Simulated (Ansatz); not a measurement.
## The perfect GaP wire along [110], 42 atoms a period, H-terminated

Wanted: the relaxed geometry and the bands of the GaP wire along [110], 42 atoms a period, H-terminated.

Program: Ansatz 0.2.0. Level of theory: DFT PBE, plane waves, PAW; relaxation of a wire's period; PAW set soft_1, in the first sound run; inputs show where later runs differ. Results are calculated unless marked as measured.

Most raw output is cut from this account.

### Step 1. Set-up

The cell holds 62 atoms: 21 P, 20 H and 21 Ga. Cell: a = 23.690 Å, b = 24.965 Å, c = 3.896 Å, α = 90.0°, β = 90.0°, γ = 90.0°. Vacuum lies along a and b. The structure's axis is c.

### Step 2. Relaxation of atoms and period

Band widths follow the bond lengths, so the wire is relaxed first. The atoms and the third cell vector are free; the box across stays fixed as vacuum. A Fermi-Dirac smearing is set since the result may be a metal. The pressure printed is a third of the stress's trace over the whole box, vacuum included; only the stress along the axis is relaxed.

input.yaml reads:

```yaml
crystal:
  lattice:
    - [23.69, 0.0, 0.0]
    - [0.0, 24.965, 0.0]
    - [0.0, 0.0, 3.8961583643]
  atoms:
    - { symbol: P, position: [0.17837108, 0.421962834, 0.0] }
    - { symbol: H, position: [0.198011712, 0.292255492, 0.0] }
    - { symbol: Ga, position: [0.236517977, 0.343930421, 0.0] }
    - { symbol: Ga, position: [0.236517977, 0.499995246, 0.0] }
    - { symbol: P, position: [0.41095867, 0.265898008, 0.0] }
    - { symbol: P, position: [0.41095867, 0.421962834, 0.0] }
    - { symbol: H, position: [0.430599302, 0.863799826, 0.0] }
    - { symbol: Ga, position: [0.469105567, 0.343930421, 0.0] }
[... 50 atom lines left out ...]
    - { symbol: P, position: [0.643546259, 0.578027659, 0.0] }
    - { symbol: P, position: [0.643546259, 0.734092484, 0.0] }
    - { symbol: H, position: [0.678396867, 0.780861566, 0.0] }
    - { symbol: Ga, position: [0.701693157, 0.656060072, 0.0] }
kpoints:
  mp_grid: { grid: [1, 1, 21] }
scf:
  occupations: { method: fermi_dirac, width: 0.05 }
hamiltonian:
  xc: pbe
  pseudopotentials: { kind: paw, azcp: { folder: soft_1 } }
relax:
  cell: { fix: [a, b, alpha, beta, gamma] }
  max_steps: 45
  f_tol: 0.03
```

Run with:

```console
> ansatz run input.yaml --threads 16 --pin off --max-ram 61440MiB --backend cuda --events-out ev --progress --plain --runs-dir out --max-vram 78GiB
```

Wall time 26 s (1 × NVIDIA GB200 with 16 threads of Arm Neoverse V2, shared host); peak memory 1.8 GiB; 3 min of CPU time.

Relaxation path:

```csv
step,energy less that of the first step (eV),largest force component (eV/Å),pressure (GPa),volume (Å³)
1,0.0000,1.0095,0.19,2304.27
2,-1.0296,0.5913,-0.09,2347.43
3,-1.1104,0.2190,-0.04,2349.27
4,-1.1216,0.0694,0.01,2348.14
5,-1.1276,0.0314,-0.01,2349.06
6,-1.1280,0.0047,-0.01,2348.61
7,-1.1347,0.0047,-0.01,2348.61
```

Forces are held to the 4 operations that the run works with; a distortion that breaks them can't arise in this run.

| cell as run | before | after | change |
| --- | --- | --- | --- |
| c (Å) | 3.896 | 3.971 | +1.9 % |

The atoms that moved most (Å, along periodic axes as changes of fractional coordinates times the final cell, across vacuum about the mean position):

```csv
atom,dx,dy,dz,length
Ga3,0.094,-0.243,0.000,0.261
Ga53,0.094,0.243,0.000,0.261
P1,0.230,-0.058,0.000,0.237
P51,0.230,0.058,0.000,0.237
H44,-0.183,-0.097,0.000,0.207
H43,-0.183,0.097,0.000,0.207
P41,-0.065,-0.168,0.000,0.180
P40,-0.065,0.168,0.000,0.180
```

Numbers from this step:

```yaml
energy_at_zero_smearing: -95641.4905 eV
cell_length_along_the_wire: 3.971 Å
```

The cell's length comes to 3.971 Å with spin left out.

### Step 3. The wire at its relaxed period

This step: DFT PBE, plane waves, PAW; bands of a perfect wire; PAW set soft_1 (Ansatz 0.2.0).

At the relaxed period the bands are computed along the axis; those that cross an energy going forward count the channels that a perfect wire would open there.

input.yaml reads:

```yaml
crystal:
  lattice:
    - [23.69, 0.0, 0.0]
    - [0.0, 24.965, 0.0]
    - [0.0, 0.0, 3.9711258161]
  atoms:
    - { symbol: P, position: [0.188077884, 0.419651798, 0.0] }
    - { symbol: H, position: [0.19579592, 0.288265734, 0.0] }
    - { symbol: Ga, position: [0.240488984, 0.334194602, 0.0] }
    - { symbol: Ga, position: [0.24320344, 0.5, 0.0] }
    - { symbol: P, position: [0.410117508, 0.265279497, 0.0] }
    - { symbol: P, position: [0.411042838, 0.421455015, 0.0] }
    - { symbol: H, position: [0.42991328, 0.868014501, 0.0] }
    - { symbol: Ga, position: [0.468387363, 0.342283784, 0.0] }
[... 50 atom lines left out ...]
    - { symbol: P, position: [0.642344253, 0.576449043, 0.0] }
    - { symbol: P, position: [0.639005883, 0.729145523, 0.0] }
    - { symbol: H, position: [0.672813084, 0.776378908, 0.0] }
    - { symbol: Ga, position: [0.701491893, 0.653057243, 0.0] }
kpoints:
  mp_grid: { grid: [1, 1, 21] }
  band_path: { path: ["Γ", Z], npoints: 90 }
scf:
  occupations: { method: fermi_dirac, width: 0.05 }
hamiltonian:
  xc: pbe
  pseudopotentials: { kind: paw, azcp: { folder: soft_1 } }
output:
  dos: { e_range: [-5, 4] }
  write_potential: true
  write_density: true
  volumetric_format: npy
```

Wall time 27 s (1 × NVIDIA GB200 with 16 threads); peak memory 3.7 GiB; 5.5 min of CPU time.

Numbers from this step:

| Property | Result |
| --- | --- |
| energy at zero smearing | -95641.4909 eV |
| band gap | 0.1464 eV |

Electronic bands along the path, in eV, zero at the Fermi level; v1 is the highest filled band, c1 the lowest empty one:

```
  point     v4     v3     v2     v1    c1    c2    c3    c4
      Γ  -1.88  -1.87  -0.15  -0.08  0.07  0.22  0.32  0.37
halfway  -2.31  -2.17  -1.77  -1.50  0.80  1.08  1.09  1.15
      Z  -2.75  -2.59  -2.31  -2.10  0.36  0.43  0.77  0.79
```

The gap is 0.146 eV, with spin left out.

The path shows a direct gap of 0.15 eV (valence top at Γ, conduction bottom at Γ).

### Step 4. Levels at the same atoms, cutoff 500 eV, k-mesh 1×1×16

This step: DFT r2SCAN, plane waves, PAW; bands of a perfect wire at the PBE geometry; PAW set soft_1 (Ansatz 0.2.0).

The atoms stay at the PBE geometry and the functional changes. r2SCAN also reads the kinetic-energy density; it often gives larger moments and wider gaps than PBE, at a higher cost. Against the first PBE run of this kind, the cutoff is 500 eV against 420 and the mesh along the wire has 16 points against 21.

Changes to input.yaml since step 3:

```diff
@@ -69,3 +69,3 @@
 kpoints:
-  mp_grid: { grid: [1, 1, 21] }
+  mp_grid: { grid: [1, 1, 16] }
   band_path: { path: ["Γ", Z], npoints: 90 }
@@ -74,8 +74,3 @@
 hamiltonian:
-  xc: pbe
+  xc: r2scan
   pseudopotentials: { kind: paw, azcp: { folder: soft_1 } }
-output:
-  dos: { e_range: [-5, 4] }
-  write_potential: true
-  write_density: true
-  volumetric_format: npy
```

The job ended after 30 s (1 × NVIDIA GB200 with 16 threads; peak memory 4.8 GiB; 6 min of CPU time).

This step gave:

```yaml
energy_at_zero_smearing: -95871.2698 eV
band_gap: 0.2597 eV
```

The electronic bands at the labelled points (eV, zero at the Fermi level; v1 is the highest filled band, c1 the lowest empty one):

```
  point     v4     v3     v2     v1    c1    c2    c3    c4
      Γ  -2.07  -2.07  -0.21  -0.13  0.13  0.31  0.46  0.50
halfway  -2.53  -2.36  -1.89  -1.61  0.92  1.15  1.18  1.25
      Z  -2.99  -2.78  -2.48  -2.26  0.40  0.52  0.86  0.87
```

The gap is 0.260 eV, against 0.146 eV under PBE at the relaxed period.

### Step 5. At a strained period, period over the relaxed period 0.94, k-mesh 1×1×17

This step: DFT PBE, plane waves, PAW; relaxation at a fixed period; PAW set soft_1 (Ansatz 0.2.0).

The period is set to 0.94 times the relaxed one and the atoms relax within it: strain changes bond lengths and angles, which shifts the bands against each other. Against the first PBE run of this kind, the mesh along the wire has 17 points against 21.

The cell differs from the one that the last finished run ended in (c 3.971 → 3.733 Å).

Changes to input.yaml since step 4:

```diff
@@ -4,3 +4,3 @@
     - [0.0, 24.965, 0.0]
-    - [0.0, 0.0, 3.9711258161]
+    - [0.0, 0.0, 3.7328582672]
   atoms:
@@ -69,3 +69,3 @@
 kpoints:
-  mp_grid: { grid: [1, 1, 16] }
+  mp_grid: { grid: [1, 1, 17] }
   band_path: { path: ["Γ", Z], npoints: 90 }
@@ -74,3 +74,8 @@
 hamiltonian:
-  xc: r2scan
+  xc: pbe
   pseudopotentials: { kind: paw, azcp: { folder: soft_1 } }
+relax:
+  max_steps: 40
+  f_tol: 0.02
+output:
+  stress: true
```

Run time: 25 s. Hardware: 1 × NVIDIA GB200 with 16 threads; peak memory 2 GiB.

Relaxation path:

```
step  energy less that of the first step (eV)  largest force component (eV/Å)
   1                                   0.0000                          1.1228
   2                                  -0.6391                          0.6363
   3                                  -0.7649                          0.1781
   4                                  -0.7708                          0.0279
   5                                  -0.7714                          0.0052
```

The run keeps the 4 symmetry operations that it works with, so distortions that break them were not tested.

The atoms that moved most (Å):

```csv
atom,dx,dy,dz,length
H17,0.247,0.014,-0.022,0.248
H50,0.247,0.014,0.022,0.248
H16,0.247,-0.014,-0.022,0.248
H49,0.247,-0.014,0.022,0.248
H47,-0.199,-0.011,-0.045,0.205
H48,-0.199,0.011,-0.045,0.205
H18,-0.199,-0.011,0.045,0.205
H19,-0.199,0.011,0.045,0.205
```

Numbers from this step:

- energy at zero smearing: -95640.0665 eV
- band gap: 0 eV

The electronic bands at the labelled points (eV, zero at the Fermi level; # counts the bands kept):

```
  point    #21    #22    #23    #24   #25   #26   #27   #28
      Γ  -1.71  -1.69   0.05   0.12  0.35  0.44  0.45  0.55
halfway  -2.75  -2.50  -2.15  -1.94  0.63  0.77  0.78  0.89
      Z  -3.02  -3.01  -2.96  -2.76  0.00  0.05  0.35  0.37
```

Bands cross the Fermi level, where there was a gap of 0.146 eV under PBE at the relaxed period.

### Step 6. At a strained period, period over the relaxed period 1.06, k-mesh 1×1×15

The period is set to 1.06 times the relaxed one and the atoms relax within it: strain changes bond lengths and angles, which shifts the bands against each other. Against the first PBE run of this kind, the mesh along the wire has 15 points against 21.

The cell differs from the one that the last finished run ended in (c 3.733 → 4.209 Å).

Changes to input.yaml since step 5:

```diff
@@ -4,3 +4,3 @@
     - [0.0, 24.965, 0.0]
-    - [0.0, 0.0, 3.7328582672]
+    - [0.0, 0.0, 4.2093933651]
   atoms:
@@ -69,3 +69,3 @@
 kpoints:
-  mp_grid: { grid: [1, 1, 17] }
+  mp_grid: { grid: [1, 1, 15] }
   band_path: { path: ["Γ", Z], npoints: 90 }
```

The job ended after 31 s (1 × NVIDIA GB200 with 16 threads; peak memory 2.1 GiB).

Relaxation path:

```
step  energy less that of the first step (eV)  largest force component (eV/Å)
   1                                   0.0000                          0.8059
   2                                  -0.4175                          0.5264
   3                                  -0.4446                          0.0651
   4                                  -0.4467                          0.0197
```

The run keeps the 4 symmetry operations that it works with, so distortions that break them were not tested.

The atoms that moved most (Å):

```csv
atom,dx,dy,dz,length
H50,-0.228,-0.003,-0.037,0.231
H49,-0.228,0.003,-0.037,0.231
H17,-0.228,-0.003,0.037,0.231
H16,-0.228,0.003,0.037,0.231
H52,0.200,0.017,0.000,0.201
H2,0.200,-0.017,0.000,0.201
H19,0.189,0.005,-0.053,0.197
H18,0.189,-0.005,-0.053,0.197
```

This step gave:

- energy at zero smearing: -95640.3124 eV
- band gap: 0.04453 eV

Electronic bands along the path, in eV, zero at the Fermi level; # counts the bands kept:

| point | #36 | #37 | #38 | #39 | #40 | #41 | #42 | #43 |
| --- | --- | --- | --- | --- | --- | --- | --- | --- |
| Γ | -1.17 | -1.12 | -0.15 | -0.03 | 0.01 | 0.26 | 0.41 | 0.48 |
| halfway | -1.57 | -1.42 | -1.24 | -0.87 | 1.42 | 1.73 | 1.77 | 1.78 |
| Z | -1.95 | -1.82 | -1.59 | -1.30 | 1.16 | 1.22 | 1.48 | 1.55 |

The gap is 0.0445 eV, against 0.146 eV under PBE at the relaxed period.

### Step 7. Summary of results

```yaml
cell_length_pbe: 3.971 Å
gap_pbe: 0.146 eV
gap_r2scan: 0.260 eV
gap_period_scaled_by_0p94: none
gap_period_scaled_by_1p06: 0.0445 eV
```

What this shows: Under PBE the cell's length is 3.97 Å, and a gap of 0.15 eV makes it a semiconductor. At the relaxed period the wire is gapped under every functional, from 0.15 eV (PBE) to 0.26 eV (r2SCAN). Weak screening in one dimension makes quasiparticle gaps larger than the semilocal gaps, as a rule. Strain matters: under PBE the gap goes from 0.15 eV to 0 eV at 0.94 times the period and 0.0445 eV at 1.06 times the period. Where the gap is under about 0.35 eV, the smearing of 0.05 eV partly fills the band edges in the SCF. Plain hydrogen on a compound's surface is a simple closure: it may leave surface states, and facets that end in unlike atoms put a field across the wire, both of which shrink the gap.

[Logs are printed without paths, hosts, clocks, repeated set-up lines and the standing remarks that a program may print on its own settings, such as how far it seeks lower states.]

[Hosts, paths, dates, database ids (printed as entryN), source tags and the programs' standing remarks are cut or masked in the printed files.]
